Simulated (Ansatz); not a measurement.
Crystal: CdS (Hawleyite).

```xyz
2
Lattice="0.0000 2.9165 2.9165 2.9165 0.0000 2.9165 2.9165 2.9165 0.0000" Properties=species:S:1:pos:R:3 pbc="T T T"
Cd    0.0000    0.0000    0.0000
S     4.3748    4.3748    4.3748
```

```yaml
Program: Ansatz 0.2.0
Task: relaxation of cell and atoms
Functional: revPBE
Potentials_or_basis: all-electron LAPW, scalar-relativistic
Basis_error_allowed: 0.001 eV/atom
k_mesh: 8 × 8 × 8
Occupations: fermi-dirac, width 0.05 eV
Spin: no spin polarisation
```

At the start: volume 24.81 Å³/atom.

Where does the relaxation end?

Over 4 steps the energy falls by 26.4 meV/atom and the volume is 26.80 Å³/atom (+8.0 %); space group F-43m (No. 216, to 0.05 Å).

Step by step:
| step | energy change (eV) | largest force (eV/Å) | volume (Å³) |
| --- | --- | --- | --- |
| 1 | 0.0000 | 0.0000 | 49.62 |
| 2 | -0.0525 | 0.0000 | 53.30 |
| 3 | -0.0528 | 0.0000 | 53.59 |
| 4 | -0.0528 | 0.0000 | 53.59 |

Final structure:
```xyz
2
Lattice="0.0000 2.9924 2.9924 2.9924 0.0000 2.9924 2.9924 2.9924 0.0000" Properties=species:S:1:pos:R:3 pbc="T T T"
Cd    0.0000    0.0000    0.0000
S     4.4886    4.4886    4.4886
```
